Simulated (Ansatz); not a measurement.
CsI (started from an entry of an open crystallographic database), relaxed with r2SCAN, was run in the PAW code Ansatz under altered settings. All numbers are computed, without spin polarisation but where a row says otherwise.

```
CELL_PARAMETERS angstrom
4.60808 0.00000 0.00000
0.00000 4.60808 0.00000
0.00000 0.00000 4.60808
ATOMIC_POSITIONS crystal
Cs 0.00000 0.00000 0.00000
I 0.50000 0.50000 0.50000
```

The base run's other keys:
```yaml
kpoints:
  mp_grid: { grid: [4, 4, 4] }
hamiltonian:
  xc: hse06
scf:
  occupations: { method: fixed }
  n_extra_bands: 4
```

It takes 10 iterations with 1935 plane waves at 420 eV and 10 k points, and leaves a mean stress of +0.21 GPa. The gap over this mesh is 4.795 eV. It ran on 4 threads of Arm Neoverse V2 (shared host).

Outcomes, with energy and stress as changes against the base:
```tsv
setting	outcome	ΔF (meV/atom)	Δ mean stress (GPa)	gap on the mesh (eV)	iterations	wall time
PBE hybrid, exx coeff 0.3, omega 0.5 1/Å	converged	–	0.0	4.381	10	10 s
PBE hybrid, exx coeff 0.2, omega 0.1 1/Å	converged	–	0.0	4.848	10	9.8 s
PBE hybrid, exx coeff 0.75, omega 0.3 1/Å	converged	–	-0.4	6.236	13	12 s
hamiltonian.xc: wpbeh	converged	–	-0.1	4.706	10	10 s
scf.occupations: fermi_dirac 0.5	converged	-3.4	0.0	4.797	15	11 s
```
A dash marks a value that wasn't obtained or can't be compared. Stress is positive in compression. The base took 9.9 s.

- PBE hybrid, exx coeff 0.3, omega 0.5 1/Å. That is 30 % exact exchange, screened with ω = 0.5 1/Å, against HSE06's 25 % screened at 0.208 1/Å. The mean stress moves by 0.0 GPa and the gap on the mesh by -0.413 eV (to 4.381). Totals of different functionals aren't comparable.
- PBE hybrid, exx coeff 0.2, omega 0.1 1/Å. That is 20 % exact exchange, screened with ω = 0.1 1/Å, against HSE06's 25 % screened at 0.208 1/Å. The mean stress moves by 0.0 GPa and the gap on the mesh by +0.053 eV (to 4.848). Totals of different functionals aren't comparable. The program warns that on this mesh the truncation of the exchange isn't bounded, so part of the change can be an error of the mesh.
- PBE hybrid, exx coeff 0.75, omega 0.3 1/Å. That is 75 % exact exchange, screened with ω = 0.3 1/Å, against HSE06's 25 % screened at 0.208 1/Å. The mean stress moves by -0.4 GPa and the gap on the mesh by +1.441 eV (to 6.236). Totals of different functionals aren't comparable.
- hamiltonian.xc: wpbeh. The mean stress moves by -0.1 GPa and the gap on the mesh by -0.089 eV (to 4.706). It's another functional on the same cell, so totals aren't comparable.

No spin-orbit coupling is included; it can move band edges with weight on the heavy atoms by tenths of an eV.

The program warns that its thresholds are loose for a hybrid's stress.

The meshes of the hybrids are coarse, so their gaps aren't converged to the digits shown.
